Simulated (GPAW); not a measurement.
Crystal: Mo.

```
CELL_PARAMETERS angstrom
-1.58381 1.58381 1.58381
1.58381 -1.58381 1.58381
1.58381 1.58381 -1.58381
ATOMIC_POSITIONS crystal
Mo 0.00000 0.00000 0.00000
```

| Item | Value |
| --- | --- |
| Program | GPAW 26.7.0 |
| Task | relaxation of cell and atoms |
| Functional | RPBE |
| Dispersion | D3(BJ) |
| Potentials or basis | the program's PAW data sets (release 1.2.1) made for this functional |
| Cutoff | 600 eV |
| Basis | pw |
| k mesh | 12 × 12 × 12 |
| Occupations | fermi-dirac, width 0.05 eV |
| Spin | no spin polarisation |

At the start: pressure -44.0 GPa; volume 15.89 Å³/atom.

Where does the relaxation end?

Over 4 steps the energy falls by 361.3 meV/atom and the volume is 13.58 Å³/atom (-14.6 %); space group Im-3m (No. 229, to 0.05 Å).

The path:
```
step  energy change (eV)  largest force (eV/Å)  pressure (GPa)  volume (Å³)
   1              0.0000                0.0000          -44.02        15.89
   2             -0.3465                0.0000           11.79        13.18
   3             -0.3611                0.0000           -1.63        13.64
   4             -0.3613                0.0000           -0.03        13.58
```

Final structure:
```yaml
crystal:
  lattice:
    - [-1.50287, 1.50287, 1.50287]
    - [1.50287, -1.50287, 1.50287]
    - [1.50287, 1.50287, -1.50287]
  atoms:
    - { symbol: Mo, position: [0.00000, 0.00000, 0.00000] }
```

Caveat: later steps reuse the first step's grids; pairwise dispersion overbinds metals, which lowers pressure and volume.
